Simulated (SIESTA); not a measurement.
The system is SnO2.

```
CELL_PARAMETERS angstrom
1.61709 0.93363 4.80059
-1.61709 0.93363 4.80059
0.00000 -1.86726 4.80059
ATOMIC_POSITIONS crystal
Sn 0.50000 0.50000 0.50000
O 0.76283 0.76283 0.76283
O 0.23717 0.23717 0.23717
```

Measurements of this composition are mostly on another form, of space group No. 136.

Base run:

- Program: SIESTA 5.4.2
- Functional: PBEsol
- Potentials or basis: PseudoDojo 0.4 standard (PBEsol files)
- Basis: DZP (energy shift 0.003 Ry; two zetas on semicore shells)
- Grid cutoff: 800 Ry
- Energy shift: 0.003 Ry
- k mesh: 10 × 10 × 10
- Occupations: fermi-dirac, width 0.05 eV
- Spin: no spin polarisation

Its results: band gap on the k mesh 1.78 eV, indirect (least direct gap 1.85 eV); pressure 0.1 GPa; largest force 0.095 eV/Å.

Task: The run is repeated on the same cell with these changes: functional from PBEsol to LDA; potentials or basis from PseudoDojo 0.4 standard (PBEsol files) to PseudoDojo 0.4 standard (LDA files). What comes out?

Result: Band gap on the k mesh 1.70 eV, indirect (least direct gap 1.78 eV); pressure -4.4 GPa; largest force 0.211 eV/Å.

Caveats: spin-orbit coupling is left out, which moves the levels of the heavy elements; the basis of atomic orbitals isn't converged, which shifts pressures, moduli and gaps.

Not every run made on this cell is shown here.
